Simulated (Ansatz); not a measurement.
Phases of K at 14 GPa

Structure types of K are relaxed in primitive cells with their symmetry kept at 14 GPa, on PAW files; LAPW relaxes the small cells further and takes the PAW cell for the others (marked *). The enthalpy is E + pV at zero temperature, without zero-point motion. Only the types listed were tried, and differences under about 5 meV/atom are mesh noise. The real phase may be another.

All numbers are PBE results (scalar-relativistic) from Ansatz 0.2.0, with Fermi–Dirac smearing of 0.1 eV, no spin polarisation. Methods: LAPW: all electrons, basis error target 0.5 meV/atom; PAW: frozen-core files, cutoff 420 eV.

k meshes: fcc 13×13×13, bcc 14×14×14, hcp 12×12×7, hP4 8×8×5, sc 12×12×12, dhcp 10×10×3.

Task: Which type is lowest in enthalpy, and by how much?

Result: fcc, 9 meV/atom below bcc. The whole table:

| start type | ends as | a, b, c (Å) | V (Å³/atom) | H − H(lowest), LAPW (meV/atom) | same, PAW |
| --- | --- | --- | --- | --- | --- |
| fcc | fcc, Fm-3m | 5.003, 5.003, 5.003 | 31.30 | 0.0 | 0.0 |
| bcc | bcc, Im-3m | 3.986, 3.986, 3.986 | 31.67 | 8.6 | 8.6 |
| hcp | hcp, P6_3/mmc | 3.539, 3.539, 5.807 | 31.50 | 8.7 | 8.7 |
| hP4* | hP4, P6_3/mmc | 4.398, 4.398, 6.952 | 29.12 | 111.9 | 111.8 |
| sc | sc, Pm-3m | 3.094, 3.094, 3.094 | 29.61 | 106.8 | 106.7 |
| dhcp* | dhcp, P6_3/mmc | 3.539, 3.539, 11.583 | 31.41 | 9.1 | 9.2 |

Task: Split the lead of fcc over bcc into energy and pV.

Result: For bcc less fcc: ΔE = -23.6 meV/atom, and p·ΔV = 14 GPa × +0.3688 Å³ × 6.242 meV/(GPa·Å³) = +32.2 meV/atom, together 8.6 meV/atom. fcc wins by its smaller volume, against the internal energy.
